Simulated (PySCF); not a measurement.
# Checking a proposed structure

A compound C4H10O gives the data below (simulated from a calculation) and was assigned the structure `CC(C)(C)O`.

13C{1H} NMR (computed): δ 74.7 (CH2), 38.4 (CH), 20.7 (CH3, 2C).

1H NMR (400 MHz, computed): δ 3.58 (d, 2H), 1.20 (m, 1H), 0.99 (d, 6H), -0.29 (br s, 1H).

PySCF calculation with GFN2-xTB structure and shieldings: GIAO PBE0/pcSseg-1; rapidly exchanging positions averaged, isolated molecule, relativity neglected, one computed conformer.

References, each an isolated molecule treated in the same way: 1H (31.72 ppm), 13C (186.93 ppm) vs TMS.

(1) Compare with the shifts computed for the proposed structure, pairing carbons in order of shift.

(2) Which isomer fits?

## Answers

(1) Atom-mapped SMILES (the numbers label the heavy atoms): `[CH3:1][C:2]([CH3:3])([CH3:4])[OH:5]`. Hydrogens are named by the atom that carries them.

| atom | computed for proposal | given list | difference |
| --- | --- | --- | --- |
| C2 | 70.6 | 74.7 | -4.1 |
| C1 | 33.1 | 38.4 | -5.3 |
| C3 | 33.1 | 20.7 | +12.4 |
| C4 | 33.1 | 20.7 | +12.4 |

The rms difference is 9.4 ppm and the largest +12.4 ppm at C3 (methyl carbon). The proposal also would give 2 carbon signals, not 3. The carbon types in order of shift don't match either: C, CH3, CH3, CH3 for the proposal against CH2, CH, CH3, CH3 in the data. The proposal doesn't fit.

(2) SMILES CC(C)CO.

1. Carbon types of the structure: 1 × CH, 1 × CH2, 2 × CH3, leaving 1 H on heteroatoms.
2. δC 74.7: sp3 CH2 bonded to O; pulled downfield by the heteroatom.
3. δC 38.4: sp3 CH; aliphatic region, no heteroatom directly attached.
4. δH 3.58: hydrogen on an sp3 CH2 bonded to O; its carbon carries O, an electronegative neighbour.
5. δH -0.29: hydrogen on an alcohol oxygen; exchangeable; this is the value without hydrogen bonding to other molecules.

The shifts were computed for this structure.

Exchangeable OH/NH protons stand at their gas-phase positions; hydrogen bonding in a real sample shifts them, mostly to higher δ. Shifts are as computed. Against solution values, carbons near 30 ppm lie about +3 ppm off and those near 130 ppm about +5 ppm. Of 246 compounds with measured shifts, 49 miss one by over three times the rms of a fit or turn the order of signals round; such compounds aren't used in these exercises. Multiplicities follow the n + 1 count of equivalent neighbours, as no J values were calculated; m marks all less simple cases, F and P coupling included.
